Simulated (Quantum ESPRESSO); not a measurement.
ZrC under changes of volume

One of the cells (13.174 Å³/atom); the others are scaled copies at fixed shape and fractional positions:

```
Zr C
1.0
     3.39148    0.00000    0.00000
    -1.69574    2.93710    0.00000
     0.00000    0.00000    5.29005
Zr C
2 2
Direct
  0.66667 0.33333 0.75000
  0.33333 0.66667 0.25000
  0.00000 0.00000 0.50000
  0.00000 0.00000 0.00000
```

The cell comes from a database or a generator and needn't be the stable form of this composition.

* Program: Quantum ESPRESSO 7.5
* Functional: LDA
* Potentials or basis: GBRV 1.5 LDA
* Cutoff: 612 eV
* Density cutoff: 4898 eV
* k mesh: 9 × 9 × 5
* Occupations: fermi-dirac, width 0.05 eV
* Spin: no spin polarisation

```tsv
volume (Å³/atom)	energy over the lowest point (meV/atom)	pressure (GPa)
12.383	0.00	2.0
12.647	0.73	-3.1
12.910	9.44	-7.6
13.174	?	?
13.437	47.48	-15.4
13.701	75.48	-18.8
13.964	108.63	-21.7
```

What does the run at 13.174 Å³/atom give?

Energy over the lowest point 25.24 meV/atom; pressure -11.7 GPa.

Worked out: A Birch-Murnaghan fit of order 3 (a polynomial in V^(-2/3)) to the other rows has its minimum at 12.49 Å³/atom with B0 = V·E''(V) = 243 GPa and B' = 4.1 at fixed shape and positions, which overstates the stiffness. It gives 25.28 meV/atom at 13.174 Å³/atom, against the run's 25.24, and -dE/dV = -11.6 GPa, against -11.7.

Energies are extrapolated to zero smearing.
